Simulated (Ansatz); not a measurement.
SnO2 (Cassiterite), 6 atoms in the cell. Symmetry: P4_2/mnm, No. 136, tetragonal system. Conventional cell: a = 4.738 Å, b = 4.738 Å, c = 3.187 Å, α = 90.00°, β = 90.00°, γ = 90.00°. Sn (site symmetry mmm) is surrounded by 6 O at 2.05 to 2.06 Å. Around O (site symmetry m2m) lie 3 Sn at 2.05 to 2.06 Å. 

- Program: Ansatz 0.2.0
- Task: relaxation of cell and atoms
- Functional: PBE
- Dispersion: D3(BJ)
- Potentials or basis: Ansatz PAW
- Cutoff: 420 eV (not typed: the program's choice for these potentials)
- k mesh: 6 × 6 × 8
- Occupations: fermi-dirac, width 0.05 eV
- Spin: no spin polarisation

Potentials or basis: Ansatz PAW.

The run is started by

```console
$ ansatz run input.yaml --threads 2 --pin off --max-ram 5120MiB --backend cpu --events-out ev --progress --plain --runs-dir out
```

Hardware: 2 threads of Intel(R) Xeon(R) Platinum 8488C (Sapphire Rapids), on a shared host.

**Question.** Estimate the wall time of this run.

**Answer.** Wall time 22 s on 2 threads of Intel(R) Xeon(R) Platinum 8488C (Sapphire Rapids), on a shared host, peak memory 0.55 GiB. Counts: scf iterations 39, plane waves 1447, k points 50, bands 32, ion steps 8.
